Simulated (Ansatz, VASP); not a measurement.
## One calculation of Ga, two programs

```
Ga
1.0
     1.45000   -4.06500    0.00000
     1.45000    4.06500    0.00000
     0.00000    0.00000    3.17000
Ga
2
Direct
  0.13300 0.86700 0.75000
  0.86700 0.13300 0.25000
```

This isn't the form of Ga at room conditions, which is orthorhombic.

Alike in both runs: functional r2SCAN; k mesh 6 × 6 × 5; occupations fermi-dirac, width 0.05 eV; no spin polarisation.

|  | VASP | Ansatz |
| --- | --- | --- |
| version | VASP 6.6.1 | Ansatz 0.2.0 |
| potentials or method | VASP PAW PBE potentials, release 64 (Ga_d) | Ansatz PAW |
| plane-wave cutoff (eV) | 520 | 500 |
| valence electrons in the cell | 26 | 26 |
| task | single point | band structure |

```csv
,VASP,Ansatz,Ansatz less VASP
gap on the k mesh at the Fermi level (eV),none,none,-
pressure (GPa),-1.2,-1.3,-0.10
largest component of the traceless stress (GPa),3.00,3.03,+0.031
rms of the force components (eV/Å),0.131,0.130,-0.0011
```

Atom by atom the forces differ by 0.001 eV/Å (rms over components). A gap of «none» marks a metal or a gap that the smearing closes. With one functional, cell and mesh, what is left measures potentials, basis and numerics.

Caveats: the k mesh is coarse (spacing up to 0.40 Å⁻¹), so the values aren't converged; the PAW data sets were made with another functional, which shifts forces and pressure a little (VASP); the PAW data sets come from PBE, with cores solved anew for the run's functional, which leaves a small shift of forces and pressure (Ansatz).
